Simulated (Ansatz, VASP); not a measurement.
## Two plane-wave programs on TePb

INCAR

```
PREC     = Accurate       # precision mode
ENCUT    = 520            # plane-wave cutoff, eV
EDIFF    = 1E-6           # SCF threshold, eV
ISMEAR   = 0              # smearing method
SIGMA    = 0.015          # smearing width, eV
LREAL    = False          # projectors in reciprocal space
LASPH    = True           # aspherical terms in the spheres
NELM     = 100            # most SCF steps
ALGO     = Normal         # electronic algorithm
ISIF     = 2              # what is computed and relaxed
LWAVE    = False          # write WAVECAR
LCHARG   = True           # write CHGCAR
GGA      = PE             # functional
LELF     = True           # ELF
LVHAR    = True         
NBANDS   = 17             # bands
```

File KPOINTS:

```
Automatic mesh
0
Gamma
  7 7 7
```

POSCAR

```
TePb
1.0
    0.0000000000      3.2310000000      3.2310000000
    3.2310000000      0.0000000000      3.2310000000
    3.2310000000      3.2310000000      0.0000000000
Pb Te
1 1
Direct
    0.0000000000      0.0000000000      0.0000000000
    0.5000000000      0.5000000000      0.5000000000
```

File input.yaml:

```yaml
crystal:
  lattice:
    - [0.0, 3.231, 3.231]
    - [3.231, 0.0, 3.231]
    - [3.231, 3.231, 0.0]
  atoms:
    - { symbol: Pb, position: [0.0, 0.0, 0.0] }
    - { symbol: Te, position: [0.5, 0.5, 0.5] }
hamiltonian:
  xc: pbe
  pseudopotentials: { kind: paw }
kpoints:
  mp_grid: { grid: [7, 7, 7] }
scf:
  occupations: { method: gaussian, width: 0.015 }
output:
  forces: true
  stress: true
  eigenvalues: true
```

Alike in both runs: task single point; functional PBE; k mesh 7 × 7 × 7; occupations gaussian, width 0.015 eV; no spin polarisation.

|  | VASP | Ansatz |
| --- | --- | --- |
| version | VASP 6.6.1 | Ansatz 0.2.0 |
| potentials or method | VASP PAW PBE potentials, release 64 (Pb_d, Te) | Ansatz PAW |
| plane-wave cutoff (eV) | 520 | 420 |
| valence electrons in the cell | 20 | 30 |

|  | VASP | Ansatz | Ansatz less VASP |
| --- | --- | --- | --- |
| gap on the k mesh at the Fermi level (eV) | 1.01 | 1.01 | -0.003 |
| least direct gap on the mesh (eV) | 1.01 | 1.01 | -0.003 |
| pressure (GPa) | 2.1 | 2.1 | +0.06 |

The two sets of potentials don't hold the same shells in valence.

The runs have no spin-orbit coupling, so splittings on Pb, Te are missing.
